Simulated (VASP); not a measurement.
Input of a VASP 6.6.1 run:

Contents of INCAR:

```
SYSTEM = Zn3N2
PREC = Accurate
ENCUT = 600
EDIFF = 1E-7
ISMEAR = 0
SIGMA = 0.03
LREAL = Auto
LASPH = .TRUE.
NELM = 80
ALGO = Normal
ISIF = 3
LWAVE = .FALSE.
LCHARG = .FALSE.
GGA = PS
IBRION = 2
NSW = 90
EDIFFG = -0.005
KPAR = 8
```

File KPOINTS:

```
regular mesh
0
G
  4 4 4
  0 0 0
```

File POSCAR:

```
Zn3N2                                   
1.0
   -4.8501324215      4.8501324215      4.8501324215
    4.8501324215     -4.8501324215      4.8501324215
    4.8501324215      4.8501324215     -4.8501324215
  Zn              N             
    24    16
Direct
     0.2773197462868282    0.0262340676221147    0.0488714905276760
     0.7489143213352867    0.2226802537131718    0.2715517442408477
     0.0226374229055613    0.4737659323778853    0.7510856786647133
     0.4773625770944387    0.2284482557591521    0.4511285094723240
     0.4511285094723240    0.4773625770944387    0.2284482557591521
     0.0262340676221147    0.0488714905276760    0.2773197462868282
     0.2715517442408477    0.7489143213352867    0.2226802537131718
     0.4737659323778853    0.7510856786647133    0.0226374229055613
     0.7510856786647133    0.0226374229055613    0.4737659323778853
     0.2226802537131718    0.2715517442408477    0.7489143213352867
     0.0488714905276760    0.2773197462868282    0.0262340676221147
     0.2284482557591521    0.4511285094723240    0.4773625770944387
     0.5262340676221147    0.2489143213352865    0.9773625770944385
     0.7284482557591520    0.2510856786647134    0.7773197462868282
     0.9737659323778853    0.9511285094723240    0.7226802537131718
     0.5488714905276760    0.5226374229055615    0.7715517442408480
     0.5226374229055615    0.7715517442408480    0.5488714905276760
     0.9773625770944385    0.5262340676221147    0.2489143213352865
     0.2510856786647134    0.7773197462868282    0.7284482557591520
     0.7226802537131718    0.9737659323778853    0.9511285094723240
     0.2489143213352865    0.9773625770944385    0.5262340676221147
     0.7773197462868282    0.7284482557591520    0.2510856786647134
     0.9511285094723240    0.7226802537131718    0.9737659323778853
     0.7715517442408480    0.5488714905276760    0.5226374229055615
     0.7299986042387195    0.4799986042387196    0.2500000000000000
     0.7500000000000000    0.7700013957612805    0.0200013957612804
     0.0200013957612804    0.7500000000000000    0.7700013957612805
     0.2500000000000000    0.7299986042387195    0.4799986042387196
     0.4799986042387196    0.2500000000000000    0.7299986042387195
     0.7700013957612805    0.0200013957612804    0.7500000000000000
     0.2700013957612804    0.5200013957612805    0.7500000000000000
     0.2500000000000000    0.2299986042387196    0.9799986042387195
     0.9799986042387195    0.2500000000000000    0.2299986042387196
     0.7500000000000000    0.2700013957612804    0.5200013957612805
     0.5200013957612805    0.7500000000000000    0.2700013957612804
     0.2299986042387196    0.9799986042387195    0.2500000000000000
     0.5000000000000000    0.0000000000000000    1.0000000000000000
     0.0000000000000000    0.0000000000000000    0.5000000000000000
     0.0000000000000000    0.5000000000000000    1.0000000000000000
     0.5000000000000000    0.5000000000000000    0.5000000000000000
```

Potentials or basis: VASP PAW PBE potentials, release 64 (Zn, N).

Launch:

```bash
$ cat potpaw_PBE.64/Zn/POTCAR potpaw_PBE.64/N/POTCAR > POTCAR
$ mpirun -np 8 vasp_std > vasp.out
```

(1) What does it give for the space group after relaxing (to 0.05 Å)?

(2) Predict the relaxed volume.

(3) Estimate the relaxed cell.

(4) What does it give for the band gap on the k mesh?

Answers

(1) Ia-3 (No. 206).

(2) 11.41 Å³/atom.

(3) a = 8.402 Å, b = 8.402 Å, c = 8.402 Å, α = 109.47°, β = 109.47°, γ = 109.47°.

(4) none (metal or under the smearing width).

Caveat: the PAW data sets were made with another functional, which shifts forces and pressure a little.
